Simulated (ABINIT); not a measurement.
Sb:

```
CELL_PARAMETERS angstrom
3.16000 0.00000 0.00000
0.00000 3.16000 0.00000
0.00000 0.00000 3.16000
ATOMIC_POSITIONS crystal
Sb 0.00000 0.00000 0.00000
```

This isn't the form of Sb at room conditions, which is rhombohedral.

| Property | Result |
| --- | --- |
| Program | ABINIT 10.8.3 (patched build) |
| Task | relaxation of cell and atoms |
| Functional | PBEsol |
| Potentials or basis | PseudoDojo NC SR PBEsol v0.4.1 standard |
| Cutoff | 1088 eV |
| k mesh | 6 × 6 × 6 |
| Occupations | fermi-dirac, width 0.05 eV |
| Spin | no spin polarisation |

At the start: pressure -3.8 GPa; volume 31.55 Å³/atom.

Q: Where does the relaxation end?

A: Over 5 steps the energy falls by 33.9 meV/atom and the volume is 28.83 Å³/atom (-8.6 %); space group Pm-3m (No. 221, to 0.05 Å).

The path:
| step | energy change (eV) | largest force (eV/Å) | pressure (GPa) | volume (Å³) |
| --- | --- | --- | --- | --- |
| 1 | 0.0000 | 0.0000 | -3.85 | 31.55 |
| 2 | -0.0083 | 0.0000 | -3.36 | 31.18 |
| 3 | -0.0339 | 0.0000 | -0.15 | 28.92 |
| 4 | -0.0339 | 0.0000 | 0.01 | 28.83 |
| 5 | -0.0339 | 0.0000 | 0.00 | 28.83 |

Final structure:
```cif
data_structure
_symmetry_space_group_name_H-M 'P 1'
_symmetry_Int_Tables_number 1
_cell_length_a 3.0664
_cell_length_b 3.0664
_cell_length_c 3.0664
_cell_angle_alpha 90.000
_cell_angle_beta 90.000
_cell_angle_gamma 90.000
_cell_volume 28.83
loop_
_atom_site_label
_atom_site_type_symbol
_atom_site_fract_x
_atom_site_fract_y
_atom_site_fract_z
_atom_site_occupancy
Sb1 Sb 0.00000 0.00000 0.00000 1
```
